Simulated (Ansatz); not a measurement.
Theory: Ansatz, DFT PBE, scalar-relativistic, plane waves, PAW. Settings: cutoff 420 eV, Γ-centred meshes spaced at most about 0.3 Å⁻¹, and about 0.25 Å⁻¹ or finer for metals (2π included), Gaussian smearing. No spin polarisation in the final relaxations.

All energies are static (0 K, no zero-point motion). Lower structures may exist.

Question: Which of these relaxed structures of TaN is the lowest in energy?
A.

```
CELL_PARAMETERS angstrom
2.91709 0.00000 0.00000
-1.45855 2.52628 0.00000
0.00000 0.00000 5.91492
ATOMIC_POSITIONS crystal
Ta 0.00000 0.00000 0.00000
Ta 0.00000 0.00000 0.50000
N 0.33333 0.66667 0.25000
N 0.66667 0.33333 0.75000
```

B.

```
CELL_PARAMETERS angstrom
0.00000 2.20854 2.20854
2.20854 0.00000 2.20854
2.20854 2.20854 0.00000
ATOMIC_POSITIONS crystal
Ta 0.00000 0.00000 0.00000
N 0.50000 0.50000 0.50000
```

C.

```
CELL_PARAMETERS angstrom
2.95021 0.00000 0.00000
-1.47510 2.55496 0.00000
0.00000 0.00000 2.89776
ATOMIC_POSITIONS crystal
Ta 0.33333 0.66667 0.50000
N 0.00000 0.00000 0.00000
```

D.

```
CELL_PARAMETERS angstrom
3.15189 0.00000 0.00000
-1.57595 2.72962 0.00000
0.00000 0.00000 6.10500
ATOMIC_POSITIONS crystal
Ta 0.33333 0.66667 0.03055
Ta 0.66667 0.33333 0.53055
N 0.33333 0.66667 0.35445
N 0.66667 0.33333 0.85445
```

Answer: C. It has the tungsten carbide type, space group P-6m2 (No. 187); the next, A, with space group P6_3/mmc (No. 194), lies 216 meV/atom higher. Counting N atoms around Ta (those within 1.25 times the shortest such distance or 1.15 times the sum of covalent radii, 1.27 where that leaves under three), the lowest and the next both have Ta 6.

These runs have no spin–orbit coupling, which can matter for Ta. The P-6m2 cell at 10.9 Å³/atom was relaxed from a cell as deposited in COD. The P6_3/mmc cell at 10.9 Å³/atom was relaxed from a cell as deposited in COD. The P6_3mc cell at 13.1 Å³/atom was relaxed from a cell as deposited in COD. Cells relaxed within their symmetry can be saddle points. Some structure types and database cells were kept out of the candidates from the start, so a known form may be missing.
